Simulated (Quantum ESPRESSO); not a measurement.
Runs of Quantum ESPRESSO 7.5 on Ta. The structure is cubic, space group Im-3m (No. 229). Conventional cell: a = 3.303 Å, b = 3.303 Å, c = 3.303 Å, α = 90.00°, β = 90.00°, γ = 90.00°. Ta (site symmetry m-3m) is surrounded by 8 Ta at 2.86 Å. 

```csv
task,level,potentials or basis,form of the LDA correlation,gap on the mesh (eV),pressure (GPa),V0 of scaled cells (Å³/atom),B0 (GPa)
equation of state,PBEsol,PseudoDojo 0.4.1 SR PBEsol standard,-,-,-,17.64,(a)
band structure,LDA,PseudoDojo 0.4.1 SR LDA standard,PW92,none,-10.7,-,-
band structure,PBEsol,PseudoDojo 0.4.1 SR PBEsol standard,-,none,-4.2,-,-
equation of state,LDA,PseudoDojo 0.4.1 SR LDA standard,PW92,-,-,(b),228
```

Alike in all rows: no spin polarisation; cell as given; k mesh 11 × 11 × 11; cutoff (eV) 789; smearing fermi-dirac 0.05 eV.

Task: Fill in the values left out.

Result: (a) 212; (b) 17.09.

Caveats: spin-orbit coupling is left out, which moves the levels of the heavy elements (some runs).

A k mesh can miss the band edges, and the runs leave out spin-orbit coupling on Ta.

A gap of «none» marks a metal or a gap under the smearing width.
